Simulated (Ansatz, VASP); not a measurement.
One calculation of C, two programs

```xyz
6
Lattice="4.5069 0.0000 0.0000 -2.2535 3.9031 0.0000 0.0000 0.0000 2.5710" Properties=species:S:1:pos:R:3 pbc="T T T"
C     2.9856    1.7237    0.6427
C     0.0000    3.4475    1.9282
C     0.7321    2.1794    1.9282
C    -0.7321    2.1794    1.9282
C     1.5213    1.7237    0.6427
C     2.2535    0.4557    0.6427
```

Alike in both runs: task relaxation of cell and atoms; functional PBE; k mesh 6 × 6 × 6; occupations gaussian, width 0.1 eV; no spin polarisation.

```csv
,VASP,Ansatz
version,VASP 6.6.1,Ansatz 0.2.0
potentials or method,"VASP PAW PBE potentials, release 64 (C)","scalar-relativistic, plane waves, PAW"
plane-wave cutoff (eV),600,420
valence electrons in the cell,24,24
```

|  | VASP | Ansatz | Ansatz less VASP |
| --- | --- | --- | --- |
| gap on the k mesh at the Fermi level, each at its own relaxed structure (eV) | 2.26 | 2.28 | +0.025 |
| relaxed volume (Å³/atom) | 7.25 | 7.26 | +0.005 |
| relaxed cell length with the largest relative difference (Å) | 2.530 | 2.531 | +0.0007 |
| energy change over the relaxation (meV/atom) | -116 | -113 | +2.9 |

A k mesh can miss the band edges.
